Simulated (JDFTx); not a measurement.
Write the native input for JDFTx 1.7.0 (patched build) that does the following.

```
Task                                    : single point
Functional                              : PBEsol
Potentials or basis                     : PseudoDojo-SR-PBEsol-0.4.1-standard with smoothed tails
Cutoff                                  : 1143 eV
Density cutoff                          : 9143 eV
k mesh                                  : 9 × 9 × 9
Occupations                             : fermi-dirac, width 0.05 eV
Spin                                    : no spin polarisation
Local potential set to -Z/r beyond      : 6 bohr
Bands                                   : 14
Density cutoff over wavefunction cutoff : 8
Max SCF steps                           : 100
SCF threshold on the energy             : 1e-09 Ha
Solver of the electrons                 : scf
Further solve for the empty bands       : yes
```

Crystal: KF (Carobbiite).

```
CELL_PARAMETERS angstrom
0.00000 2.67185 2.67185
2.67185 0.00000 2.67185
2.67185 2.67185 0.00000
ATOMIC_POSITIONS crystal
K 0.00000 0.00000 0.00000
F 0.50000 0.50000 0.50000
```

These files were run (other wordings do the same):

KF.in

```
include KF.lattice
coords-type Lattice
include KF.ionpos

ion-species pseudo/K.upf
ion-species pseudo/F.upf
elec-cutoff 42 336
elec-ex-corr gga-PBEsol
kpoint-folding 9 9 9
elec-smearing Fermi 0.0018374661
elec-n-bands 14
electronic-SCF nIterations 100 energyDiffThreshold 1e-09
electronic-minimize nIterations 30 energyDiffThreshold 1e-7
converge-empty-states yes
forces-output-coords Cartesian

dump-name run.$VAR
dump End Ecomponents EigStats BandEigs Kpoints Forces Stress ElecDensity Dtot KEdensity
```

KF.lattice

```
lattice \
    0.0000000000     5.0490647461     5.0490647461 \
    5.0490647461     0.0000000000     5.0490647461 \
    5.0490647461     5.0490647461     0.0000000000
```

KF.ionpos

```
ion K      0.0000000000     0.0000000000     0.0000000000 1
ion F      0.5000000000     0.5000000000     0.5000000000 1
```

Potentials or basis: PseudoDojo-SR-PBEsol-0.4.1-standard with smoothed tails.

The run is started by

```sh
$ jdftx -c 1 -i KF.in -o KF.out
```

Results of the run:

```json
{
 "Pressure": "-0.7 GPa",
 "Band gap on the k mesh": "6.06 eV, direct",
 "Loewdin charges": "K +0.85; F -0.77 e"
}
```

Caveat: an odd mesh through Γ misses points on the zone boundary, where band edges often lie.

It took 3.4 min on 1 thread of Arm Neoverse V1, with other jobs on the host, peak memory 0.14 GiB.
